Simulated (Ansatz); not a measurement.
**TiAl3: convergence and cost**

The task, for TiAl3: test the plane-wave cutoff.

Computed with Ansatz 0.2.0 (DFT r2SCAN, scalar-relativistic, plane waves, PAW, unless a step's input says otherwise).

2 further runs of the same task are left out: 1 for a known fault of the program, 1 set aside as unsound or not needed. Runs told in other sessions of the task aren't counted.

### 1 The starting structure

The structure is orthorhombic, space group Pmm2 (No. 25). The conventional cell has a = 2.840 Å, b = 4.681 Å, c = 4.901 Å, α = 90.00°, β = 90.00°, γ = 90.00°. Around Ti (site symmetry mm2) lie 10 Al at 2.83 to 2.85 Å and 2 Ti at 2.84 Å. Around Al (site symmetry mm2) lie 4 Ti at 2.83 to 2.84 Å and 8 Al at 2.84 to 2.86 Å. Al (site symmetry mm2) is surrounded by 8 Al at 2.81 to 2.86 Å and 4 Ti at 2.85 Å. Al (site symmetry mm2) has 10 Al at 2.81 to 2.86 Å and 2 Ti at 2.85 Å in its first shell of neighbours.

Structure file:

```
Ti Al
1.0
     2.83968    0.00000    0.00000
     0.00000    4.68126    0.00000
     0.00000    0.00000    4.90074
Ti Al
1 3
Direct
  0.00000 0.50000 0.16592
  0.50000 0.50000 0.66727
  0.50000 0.00000 0.33091
  0.00000 0.00000 0.83590
```

Source of the structure: the Materials Project (structure only). It is taken as it stands there.

### 2 The base input

input.yaml

```yaml
crystal:
  lattice:
    - [2.839677, 0.0, 0.0]
    - [0.0, 4.681264, 0.0]
    - [0.0, 0.0, 4.900742]
  atoms:
    - { symbol: Ti, position: [0.0, 0.5, 0.165916] }
    - { symbol: Al, position: [0.5, 0.5, 0.667271] }
    - { symbol: Al, position: [0.5, 0.0, 0.330912] }
    - { symbol: Al, position: [0.0, 0.0, 0.8359] }
basis:
  ecutwfc: 500
kpoints:
  mp_grid: { grid: [14, 10, 10] }
hamiltonian:
  xc: r2scan
scf:
  occupations: { method: gaussian, width: 0.1 }
output:
  forces: true
  stress: true
  eigenvalues: true
  populations: true
  write_density: true
  write_potential: true
  elf: true
  volumetric_format: npy
```

It was run beforehand and gave: -1031.6594 eV/atom at zero smearing, pressure -2.17 GPa, largest force 0.040 eV/Å, no gap on the mesh, in 7 SCF cycles and 21 s.

### 3 Plane-wave cutoff: 150 eV

input.yaml

```yaml
crystal:
  lattice:
    - [2.839677, 0.0, 0.0]
    - [0.0, 4.681264, 0.0]
    - [0.0, 0.0, 4.900742]
  atoms:
    - { symbol: Ti, position: [0.0, 0.5, 0.165916] }
    - { symbol: Al, position: [0.5, 0.5, 0.667271] }
    - { symbol: Al, position: [0.5, 0.0, 0.330912] }
    - { symbol: Al, position: [0.0, 0.0, 0.8359] }
basis:
  ecutwfc: 150
kpoints:
  mp_grid: { grid: [14, 10, 10] }
hamiltonian:
  xc: r2scan
scf:
  occupations: { method: gaussian, width: 0.1 }
output:
  forces: true
  stress: true
  eigenvalues: true
```

On the command line:

```
$ ansatz run input.yaml --threads 1 --pin off --max-ram 2560MiB --backend cpu --events-out ev --progress --plain --runs-dir out
```

### 4 Plane-wave cutoff set to 200 eV

input.yaml: that of step 3 with these lines changed.

```diff
@@ -11,3 +11,3 @@
 basis:
-  ecutwfc: 150
+  ecutwfc: 200
 kpoints:
```

### 5 Plane-wave cutoff set to 250 eV

input.yaml: that of step 4 with these lines changed.

```diff
@@ -11,3 +11,3 @@
 basis:
-  ecutwfc: 200
+  ecutwfc: 250
 kpoints:
```

### 6 Plane-wave cutoff set to 300 eV

input.yaml: that of step 5 with these lines changed.

```diff
@@ -11,3 +11,3 @@
 basis:
-  ecutwfc: 250
+  ecutwfc: 300
 kpoints:
```

### 7 Plane-wave cutoff: 350 eV

input.yaml: that of step 6 with these lines changed.

```diff
@@ -11,3 +11,3 @@
 basis:
-  ecutwfc: 300
+  ecutwfc: 350
 kpoints:
```

### 8 Plane-wave cutoff set to 380 eV

input.yaml: that of step 7 with these lines changed.

```diff
@@ -11,3 +11,3 @@
 basis:
-  ecutwfc: 350
+  ecutwfc: 380
 kpoints:
```

### 9 Plane-wave cutoff: 460 eV

input.yaml: that of step 8 with these lines changed.

```diff
@@ -11,3 +11,3 @@
 basis:
-  ecutwfc: 380
+  ecutwfc: 460
 kpoints:
```

### 10 Plane-wave cutoff set to 520 eV

input.yaml: that of step 9 with these lines changed.

```diff
@@ -11,3 +11,3 @@
 basis:
-  ecutwfc: 460
+  ecutwfc: 520
 kpoints:
```

### 11 Plane-wave cutoff: 600 eV

input.yaml: that of step 10 with these lines changed.

```diff
@@ -11,3 +11,3 @@
 basis:
-  ecutwfc: 520
+  ecutwfc: 600
 kpoints:
```

### 12 Plane-wave cutoff: 700 eV

input.yaml: that of step 11 with these lines changed.

```diff
@@ -11,3 +11,3 @@
 basis:
-  ecutwfc: 600
+  ecutwfc: 700
 kpoints:
```

### 13 Plane-wave cutoff: 850 eV

input.yaml: that of step 12 with these lines changed.

```diff
@@ -11,3 +11,3 @@
 basis:
-  ecutwfc: 700
+  ecutwfc: 850
 kpoints:
```

(Steps that only read results are left out.)

What results come out of these runs, taken together?

**Answer**, as computed:

| quantity | value |
| --- | --- |
| plane-wave cutoff: within 10 and 1 meV/atom of 850 eV from | 350 eV for 10; 520 eV for 1 |

For the plane-wave cutoff, the energy stays within 1 meV/atom of the reference from 520 eV on, at about 0.5 of the reference's time. The reference is only the best run made, not a proven limit. Much of this error cancels in differences between similar cells. The pressure is off by up to 1.9 GPa. Forces stay within 0.01 eV/Å of the reference from 350 eV on. In some runs cutoff or mesh lie under the advised values, so their numbers carry a basis error.
